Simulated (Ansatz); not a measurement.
Density of states of WSe$_{2}$ (P-6m2, a = 3.270 Å, b = 3.270 Å, c = 16.661 Å, α = 90.00°, β = 90.00°, γ = 120.00°), in states per eV and primitive cell, averaged over bins of 0.3 eV. The calculation used DFT PBEsol, scalar-relativistic, plane waves, PAW in Ansatz 0.2.0.

Settings: cutoff 420 eV, Γ-centred mesh 12×12×2 on the computed 3-atom cell, Gaussian smearing of 0.02 eV; no spin polarisation.

The cell is relaxed at this level. The states (both spins) are summed by tetrahedra on a 18×18×3 mesh at the self-consistent density. Energies are bin centres; the table starts no lower than −8 eV and ends at 6 eV, or lower where the solved bands end.

The gap is 1.69 eV at this level, with the zero inside it.

```
E − E_F (eV) total Se 4p W 5d Se 4s W 6s
       -7.20   0.73   0.47  0.13   0.03  0.08
       -6.90   1.32   0.82  0.27   0.07  0.14
       -6.60   1.82   1.12  0.40   0.07  0.18
       -6.30   2.37   1.40  0.71   0.08  0.14
       -6.00   2.74   1.80  0.78   0.08  0.04
       -5.70   0.88   0.63  0.22   0.02  0.00
       -5.40   1.73   1.09  0.33   0.14  0.13
       -5.10   4.19   2.52  1.18   0.26  0.14
       -4.80   1.41   0.84  0.43   0.07  0.04
       -4.50   1.19   0.75  0.35   0.04  0.02
       -4.20   3.39   2.33  0.94   0.06  0.02
       -3.90   2.66   1.51  1.08   0.03  0.01
       -3.60   1.75   1.01  0.68   0.02  0.01
       -3.30   1.56   0.95  0.55   0.02  0.01
       -3.00   4.14   2.67  1.26   0.13  0.01
       -2.70   3.26   2.14  0.97   0.07  0.01
       -2.40   2.49   1.65  0.72   0.03  0.02
       -2.10   2.40   1.64  0.65   0.01  0.01
       -1.80   1.80   0.71  1.02   0.02  0.01
       -1.50   3.09   1.10  1.85   0.04  0.03
       -1.20   1.46   0.41  0.98   0.01  0.02
       -0.90   0.30   0.06  0.23   0.00  0.00
       -0.60   0.00   0.00  0.00   0.00  0.00
       -0.30   0.00   0.00  0.00   0.00  0.00
        0.00   0.00   0.00  0.00   0.00  0.00
        0.30   0.00   0.00  0.00   0.00  0.00
        0.60   0.00   0.00  0.00   0.00  0.00
        0.90   1.27   0.44  0.73   0.01  0.03
        1.20   3.03   0.97  1.83   0.03  0.06
        1.50   2.53   0.65  1.76   0.02  0.03
        1.80   5.15   1.55  3.20   0.12  0.09
        2.10   4.42   1.39  2.61   0.10  0.07
        2.40   2.14   0.80  1.12   0.06  0.02
        2.70   1.54   0.61  0.75   0.05  0.00
        3.00   1.12   0.50  0.49   0.04  0.00
        3.30   1.24   0.61  0.55   0.02  0.00
        3.60   3.26   1.44  1.43   0.10  0.06
        3.90   1.47   0.35  0.43   0.07  0.24
```

The columns after the total are the main Löwdin projections on the occupied valence shells of the potentials; 1 other is left out. The rest of the total lies in those, in shells that are empty in the free atom, which aren't projected, and between the atoms.

Spin-orbit coupling is left out, which matters for the bands of heavy elements. The cell holds layers, and where no dispersion correction was added their binding is poorly described.

This form isn't the usual stable structure of the compound.

Cost: 1 run of about 2.6 core-minutes, on Intel Xeon Processor @ 2.50GHz (Skylake/Cascade Lake) (shared hosts).